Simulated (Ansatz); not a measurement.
Runs of Ansatz 0.2.0 on MnO2. The structure is tetragonal, space group P4_2/mnm (No. 136). Conventional cell: a = 4.400 Å, b = 4.400 Å, c = 2.867 Å, α = 90.00°, β = 90.00°, γ = 90.00°. Mn (site symmetry mmm) has 6 O at 1.88 to 1.90 Å as nearest neighbours. Around O (site symmetry m2m) lie 3 Mn at 1.88 to 1.90 Å. The cell is a database's computed one.

| task | level | potentials or basis | U | cell | cutoff (eV) | hubbard projectors | double counting | V0 of scaled cells (Å³/atom) | B0 (GPa) |
| --- | --- | --- | --- | --- | --- | --- | --- | --- | --- |
| equation of state | PBEsol | Ansatz PAW | - | as given | 420 | - | - | 9.14 | 257 |
| equation of state | r2SCAN | Ansatz PAW | - | as given | 500 | - | - | (a) | 266 |
| equation of state | PBE | Ansatz PAW soft_1 | - | as given | 420 | - | - | 9.49 | 236 |
| equation of state | PBE | Ansatz PAW | - | as given | 420 | - | - | (b) | 236 |

Alike in all rows: spin collinear, ferromagnetic start; k mesh 6 × 6 × 9; smearing fermi-dirac 0.05 eV.

Question: Fill in the values left out.

Answer: (a) 9.23; (b) 9.48.

Caveats: the cell was scaled at fixed shape and fractional positions, which overstates the stiffness of a crystal with free parameters, most of all of layers and chains; the PAW data sets come from PBE, with cores solved anew for the run's functional, which leaves a small shift of forces and pressure (some runs); the magnetic or orbital state may not be the lowest (some runs).

Not every run made on this cell is shown here.
